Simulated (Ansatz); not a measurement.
BaTiO3:

```
Ba Ti O
1.0
    -3.80268   -0.05658   -0.02182
    -0.02191   -0.03168   -4.13033
    -0.11316   -7.97351   -0.06307
Ba Ti O
2 2 6
Direct
  0.04486 0.90917 0.49511
  0.00815 0.92181 0.02441
  0.45719 0.52057 0.20539
  0.50232 0.47064 0.76225
  0.48144 0.03993 0.24039
  0.45629 0.07298 0.69357
  0.53803 0.54059 0.44980
  0.52906 0.55800 0.03050
  0.98202 0.45740 0.26038
  0.00064 0.50892 0.83819
```

The cell isn't the ideal one: all atoms moved at random, sigma 0.25 Å a component, cell strained at random, sigma 0.06.

| Property | Result |
| --- | --- |
| Program | Ansatz 0.2.0 |
| Task | relaxation of cell and atoms |
| Functional | RPBE |
| Potentials or basis | Ansatz PAW |
| Cutoff | 420 eV (not typed: the program's choice for these potentials) |
| k mesh | 7 × 7 × 4 |
| Occupations | fermi-dirac, width 0.05 eV |
| Spin | no spin polarisation |

At the start: volume 12.52 Å³/atom.

**Question.** How do energy, volume and symmetry change on relaxing?

**Answer.** It ends after 14 steps and the volume is 14.11 Å³/atom (+12.7 %); space group Amm2 (No. 38, to 0.05 Å).

The path:
```csv
step,energy change (eV),largest force (eV/Å),volume (Å³)
1,0.0000,26.8259,125.20
2,-7.3422,10.3892,135.65
3,-9.8408,3.1851,137.84
4,-10.7091,1.0002,138.69
5,-10.8521,0.0372,139.06
6,-10.8525,0.0126,139.11
7,-10.8522,0.0069,139.23
8,-10.9321,0.0091,139.23
9,-10.9329,0.0237,140.73
10,-10.9322,0.0027,141.03
11,-10.9324,0.0006,140.97
12,-10.9379,0.0006,140.97
13,-10.9378,0.0006,141.06
14,-10.9381,0.0006,141.06
```

Final structure:
```
CELL_PARAMETERS angstrom
-3.96583 -0.00190 -0.00097
0.00083 -0.03433 -4.22605
0.00360 -8.41722 -0.06625
ATOMIC_POSITIONS crystal
Ba 0.99996 0.98093 0.49105
Ba 0.99997 0.98093 0.99105
Ti 0.49992 0.46356 0.23232
Ti 0.49990 0.46356 0.73232
O 0.50002 0.03234 0.25258
O 0.50003 0.03235 0.75258
O 0.50003 0.50578 0.51548
O 0.50003 0.50577 0.01548
O 0.00006 0.51739 0.25856
O 0.00008 0.51739 0.75856
```

Caveat: the plane-wave basis is chosen anew once the cell has moved, so the energies of steps on either side of that aren't comparable; the pressure holds a Pulay correction of +0.4 GPa for the finite cutoff; the PAW data sets come from PBE, with cores solved anew for the run's functional, which leaves a small shift of forces and pressure.
